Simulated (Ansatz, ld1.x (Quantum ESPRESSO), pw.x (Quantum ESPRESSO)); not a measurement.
**pw.x on sc B: one setting changed**

Potential: norm-conserving Troullier–Martins (Kleinman–Bylander form), ld1.x (Quantum ESPRESSO) 7.5, PBE; core [He], reference 2s2 2p1; waves: 2s (bound): rc 1.25 bohr; 2p (bound): rc 1.95 bohr; 3d channel at 0.05 Ry: rc 1.95 bohr; local part: all-electron potential smoothed inside 1.25 bohr (lloc = -2); core correction: none.

The reference run (k-mesh 17³, cutoffs 70/280 Ry, Fermi–Dirac 0.01 Ry, mixing_beta 0.4, conv_thr 1e-9, no spin) gives -2.94 GPa at 6.721 Å³/atom, where all-electron LAPW gives -0.49 GPa. This run, with its own iteration cap, changes degauss to 0.005.

```
&control
  calculation='scf', prefix='x', pseudo_dir='./', outdir='./tmp', tstress=.true., disk_io='none'
/
&system
  ibrav=0, nat=1, ntyp=1, ecutwfc=70, ecutrho=280, nbnd=8,
  occupations='smearing', smearing='fd', degauss=0.005
/
&electrons
  conv_thr=1e-09, mixing_beta=0.4, electron_maxstep=70
/
ATOMIC_SPECIES
B 1.0 B.UPF
CELL_PARAMETERS angstrom
  1.88717119 0.00000000 0.00000000
  0.00000000 1.88717119 0.00000000
  0.00000000 0.00000000 1.88717119
ATOMIC_POSITIONS crystal
B 0.0000 0.0000 0.0000
K_POINTS automatic
17 17 17 0 0 0
```

```bash
pw.x < B.scf.in > B.scf.out
```

Task: How does the run end?

Result: It converges in 5 iterations; the free energy moves by +7.0 meV/atom and the pressure by -0.10 GPa. In a metal, with Fermi–Dirac smearing, F lies below its zero-width value by a term in the square of the width.

```
Message from routine setup:
     using ibrav=0 with symmetry is DISCOURAGED, use correct ibrav instead
     lattice parameter (alat)  =       3.5662  a.u.
     unit-cell volume          =      45.3556 (a.u.)^3
     number of electrons       =         3.00
     number of Kohn-Sham states=            8
     kinetic-energy cutoff     =      70.0000  Ry
     charge density cutoff     =     280.0000  Ry
     scf convergence threshold =      1.0E-09
     Exchange-correlation= PBE
     number of k points=   165  Fermi-Dirac smearing, width (Ry)=  0.0050
     iteration #  1     ecut=    70.00 Ry     beta= 0.40
     total energy              =      -5.59044320 Ry
     estimated scf accuracy    <       0.00264171 Ry
     iteration #  2     ecut=    70.00 Ry     beta= 0.40
     total energy              =      -5.59065762 Ry
     estimated scf accuracy    <       0.00087125 Ry
     iteration #  3     ecut=    70.00 Ry     beta= 0.40
     total energy              =      -5.59068919 Ry
     estimated scf accuracy    <       0.00000316 Ry
     iteration #  4     ecut=    70.00 Ry     beta= 0.40
     total energy              =      -5.59068965 Ry
     estimated scf accuracy    <       0.00000012 Ry
     iteration #  5     ecut=    70.00 Ry     beta= 0.40
     the Fermi energy is    10.2947 ev
!    total energy              =      -5.59068965 Ry
     estimated scf accuracy    <          4.8E-10 Ry
     smearing contrib. (-TS)   =      -0.00032856 Ry
     The total energy is F=E-TS. E is the sum of the following terms:
     one-electron contribution =       3.63876500 Ry
     hartree contribution      =       0.07473334 Ry
     xc contribution           =      -2.14346053 Ry
     ewald contribution        =      -7.16039889 Ry
     convergence has been achieved in   5 iterations
          total   stress  (Ry/bohr**3)                   (kbar)     P=      -30.42
     Message from routine punch:
     Nothing written, as per user request (disk_io='none')
```

The run took about 2.9 s on one core of a shared host (Neoverse-V1, 32 threads, 247 GiB, load 13).
